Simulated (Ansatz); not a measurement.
We consider LaAlO₃ (R-3c, No. 167; start mp-2920; cell taken from a computed entry), described by HSE06 (Ansatz, an electronic-structure program, plane waves, PAW).

Numerical settings: plane-wave cutoff 460 eV, 6×6×6 k mesh, Fermi–Dirac smearing 0.01 eV, scalar-relativistic PAW data made under PBE.

Cell (relaxed with PBEsol):

```yaml
crystal:
  lattice:
    - [2.67632, 1.54517, 4.34947]
    - [-2.67632, 1.54517, 4.34947]
    - [0.00000, -3.09035, 4.34947]
  atoms:
    - { symbol: La, position: [0.25000, 0.25000, 0.25000] }
    - { symbol: La, position: [0.75000, 0.75000, 0.75000] }
    - { symbol: Al, position: [0.00000, 0.00000, 0.00000] }
    - { symbol: Al, position: [0.50000, 0.50000, 0.50000] }
    - { symbol: O, position: [0.78578, 0.25000, 0.71422] }
    - { symbol: O, position: [0.21422, 0.75000, 0.28578] }
    - { symbol: O, position: [0.71422, 0.78578, 0.25000] }
    - { symbol: O, position: [0.28578, 0.21422, 0.75000] }
    - { symbol: O, position: [0.25000, 0.71422, 0.78578] }
    - { symbol: O, position: [0.75000, 0.28578, 0.21422] }
```

Problem. Estimate the band gap and smallest direct gap on the k points sampled that the calculation returns.

Solution. 
band gap: 5.51 eV (on the SCF k mesh)
smallest direct gap on the k points sampled: 5.55 eV

Note: cell and atoms aren't relaxed at this level (largest force component 0.02 eV/Å, pressure 0.8 GPa).

Spin–orbit coupling is not included.

The computed numbers hold no vibrational or temperature effects.

A start named mp-… is a Materials Project structure, which need not be a measured phase.
